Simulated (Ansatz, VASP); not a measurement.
SiO2 in VASP and in Ansatz

File INCAR:

```
SYSTEM = SiO2
PREC     = Accurate       ! precision mode
ENCUT    = 600            ! plane-wave cutoff, eV
EDIFF    = 1E-6           ! SCF threshold, eV
ISMEAR   = 0              ! smearing method
SIGMA    = 0.02           ! smearing width, eV
LREAL    = .False.        ! projectors in reciprocal space
LASPH    = .True.         ! aspherical terms in the spheres
NELM     = 60             ! most SCF steps
ALGO     = Normal         ! electronic algorithm
ISIF     = 3              ! what is computed and relaxed
LWAVE    = .False.        ! write WAVECAR
LCHARG   = .False.        ! write CHGCAR
GGA      = PE             ! functional
IBRION   = 2              ! ionic algorithm
NSW      = 80             ! ionic steps
EDIFFG   = -0.01          ! ionic threshold
```

File KPOINTS:

```
regular mesh
0
Gamma
  10 10 10
  0 0 0
```

The input POSCAR:

```
SiO2
1.0
    0.0000000000      2.2899021625      2.2899021625
    2.2899021625      0.0000000000      2.2899021625
    2.2899021625      2.2899021625      0.0000000000
Si O
1 2
Direct
    0.0000000000      0.0000000000      0.0000000000
    0.2500000000      0.2500000000      0.2500000000
    0.7500000000      0.7500000000      0.7500000000
```

Input for Ansatz:

```yaml
crystal:
  lattice:
    - [0.0, 2.28990217, 2.28990217]
    - [2.28990217, 0.0, 2.28990217]
    - [2.28990217, 2.28990217, 0.0]
  atoms:
    - { symbol: Si, position: [0.0, 0.0, 0.0] }
    - { symbol: O, position: [0.25, 0.25, 0.25] }
    - { symbol: O, position: [0.75, 0.75, 0.75] }
basis:
  ecutwfc: 420
kpoints:
  mp_grid: { grid: [10, 10, 10] }
hamiltonian:
  xc: pbe
scf:
  occupations: { method: gaussian, width: 0.02 }
output:
  forces: true
  stress: true
  eigenvalues: true
  write_density: true
  write_potential: true
  elf: true
  volumetric_format: npy
relax:
  adjacent_minimum: "off"
  f_tol: 0.01
  max_steps: 60
  cell: { stress_tol: 0.1 }
```

Alike in both runs: task relaxation of cell and atoms; functional PBE; k mesh 10 × 10 × 10; occupations gaussian, width 0.02 eV; no spin polarisation.

|  | VASP | Ansatz |
| --- | --- | --- |
| version | VASP 6.6.1 | Ansatz 0.2.0 |
| potentials or method | VASP PAW PBE potentials, release 64 (Si, O) | scalar-relativistic, plane waves, PAW |
| plane-wave cutoff (eV) | 600 | 420 |
| valence electrons in the cell | 16 | 16 |

Ansatz gave:

| Item | Value |
| --- | --- |
| gap on the k mesh at the Fermi level, each at its own relaxed structure (eV) | 1.78 |
| relaxed volume (Å³/atom) | 8.01 |
| relaxed cell length with the largest relative difference (Å) | 3.239 |

Question: Estimate VASP's values.

Answer: gap on the k mesh at the Fermi level, each at its own relaxed structure (eV): 1.77; relaxed volume (Å³/atom): 8.00; relaxed cell length with the largest relative difference (Å): 3.238.

Caveats: the relaxation stopped at its first step, so nothing moved. A k mesh can miss the band edges.
